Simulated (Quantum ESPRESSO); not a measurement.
**Au in Quantum ESPRESSO: the effect of functional**

The system is Au.

```
Au
1.0
     0.00000    2.03500    2.03500
     2.03500    0.00000    2.03500
     2.03500    2.03500    0.00000
Au
1
Direct
  0.00000 0.00000 0.00000
```

Alike in all runs:

* Program: Quantum ESPRESSO 7.5
* Task: phonons
* k mesh: 9 × 9 × 9
* Occupations: cold, width 0.2 eV
* Spin: no spin polarisation

Each run relaxes the cell or the atoms first.

| functional | potentials or basis | cutoff | relaxed volume (Å³/atom) | highest phonon frequency (cm⁻¹) |
| --- | --- | --- | --- | --- |
| LDA | PseudoDojo 0.4.1 SR LDA standard | 871 eV | 16.44 | -87 |
| PBE | PseudoDojo 0.4.1 SR PBE standard | 1034 eV | 17.90 | 166 |
| revPBE | PseudoDojo 0.4.1 SR PBE standard | 1034 eV | ? | ? |
| BLYP | PseudoDojo 0.4.1 SR PBE standard | 1034 eV | 19.31 | 187 |
| PW91 | PseudoDojo 0.4.1 SR PBE standard | 1034 eV | 17.93 | 177 |

What does the run with functional revPBE give?

Relaxed volume 18.24 Å³/atom; highest phonon frequency 186 cm⁻¹.

Caveats: the mesh is thin for the phonons of a metal; the q point doesn't lie on the k mesh, which can shift a metal's frequencies strongly unless the mesh is converged; the potentials were made for another functional, which shifts forces and pressure (some runs); some modes are imaginary (some runs).
